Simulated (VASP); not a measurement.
Set up this calculation in VASP 6.6.1, as the native input.

| Item | Value |
| --- | --- |
| Task | band structure |
| Functional | TB-mBJ |
| Potentials or basis | VASP PAW PBE potentials, release 64 (Fe, S) |
| Cutoff | 420 eV |
| k mesh | 6 × 5 × 8 |
| Occupations | gaussian, width 0.02 eV |
| Spin | no spin polarisation |
| Further INCAR settings | ALGO = Normal; EDIFF = 1e-06 |

The system is FeS2 (Marcasite).

```
CELL_PARAMETERS angstrom
4.44000 0.00000 0.00000
0.00000 5.39000 0.00000
0.00000 0.00000 3.37000
ATOMIC_POSITIONS crystal
Fe 0.00000 0.00000 0.00000
Fe 0.50000 0.50000 0.50000
S 0.20300 0.37500 0.00000
S 0.29700 0.87500 0.50000
S 0.79700 0.62500 0.00000
S 0.70300 0.12500 0.50000
```

These files were run (other wordings do the same):

POSCAR

```
FeS2
1.0
    4.4400000000      0.0000000000      0.0000000000
    0.0000000000      5.3900000000      0.0000000000
    0.0000000000      0.0000000000      3.3700000000
Fe S
2 4
Direct
    0.0000000000      0.0000000000      0.0000000000
    0.5000000000      0.5000000000      0.5000000000
    0.2030000000      0.3750000000      0.0000000000
    0.2970000000      0.8750000000      0.5000000000
    0.7970000000      0.6250000000      0.0000000000
    0.7030000000      0.1250000000      0.5000000000
```

INCAR.step1

```
SYSTEM = FeS2
ALGO = Normal
EDIFF = 1E-5
ENCUT = 420
GGA = PE
ISIF = 2
ISMEAR = 0
LASPH = .True.
LCHARG = .False.
LMAXMIX = 4
LREAL = .False.
LWAVE = .True.
NELM = 150
PREC = Accurate
SIGMA = 0.02
```

INCAR.step2

```
SYSTEM = FeS2
ALGO = Normal
EDIFF = 1E-6
ENCUT = 420
ISIF = 2
ISMEAR = 0
ISTART = 1
LASPH = .True.
LCHARG = .False.
LMAXMIX = 4
LREAL = .False.
LWAVE = .False.
METAGGA = MBJ
NELM = 150
PREC = Accurate
SIGMA = 0.02
```

KPOINTS

```
k-points
0
Gamma
  6 5 8
  0 0 0
```

KPOINTS_OPT

```
path GXSYGZURTZ,YT,UX,SR
15
line-mode
reciprocal
 0.0000000000  0.0000000000  0.0000000000  G
 0.0000000000  0.0000000000  0.5000000000  X

 0.0000000000  0.0000000000  0.5000000000  X
 0.5000000000  0.0000000000  0.5000000000  S

 0.5000000000  0.0000000000  0.5000000000  S
 0.5000000000  0.0000000000  0.0000000000  Y

 0.5000000000  0.0000000000  0.0000000000  Y
 0.0000000000  0.0000000000  0.0000000000  G

 0.0000000000  0.0000000000  0.0000000000  G
 0.0000000000  0.5000000000  0.0000000000  Z

 0.0000000000  0.5000000000  0.0000000000  Z
 0.0000000000  0.5000000000  0.5000000000  U

 0.0000000000  0.5000000000  0.5000000000  U
 0.5000000000  0.5000000000  0.5000000000  R

 0.5000000000  0.5000000000  0.5000000000  R
 0.5000000000  0.5000000000  0.0000000000  T

 0.5000000000  0.5000000000  0.0000000000  T
 0.0000000000  0.5000000000  0.0000000000  Z

 0.5000000000  0.0000000000  0.0000000000  Y
 0.5000000000  0.5000000000  0.0000000000  T

 0.0000000000  0.5000000000  0.5000000000  U
 0.0000000000  0.0000000000  0.5000000000  X

 0.5000000000  0.0000000000  0.5000000000  S
 0.5000000000  0.5000000000  0.5000000000  R
```

Potentials or basis: VASP PAW PBE potentials, release 64 (Fe, S).

Command:

```sh
$ cat potpaw_PBE.64/Fe/POTCAR potpaw_PBE.64/S/POTCAR > POTCAR
$ cp INCAR.step1 INCAR
$ mpirun -np 1 vasp_std > vasp.out
$ cp INCAR.step2 INCAR
$ mpirun -np 1 vasp_std > vasp.out
```

Results of the run:

* Band gap on the k mesh: 1.80 eV, indirect (least direct gap 2.06 eV)
* Band gap along the path: 1.72 eV, indirect (least direct gap 2.06 eV)

Caveat: the mesh misses the band edges, which the band path finds closer together.

Wall time 7.6 min on 1 thread of Intel(R) Xeon(R) Platinum 8488C (Sapphire Rapids) (shared host), peak memory 0.26 GiB.
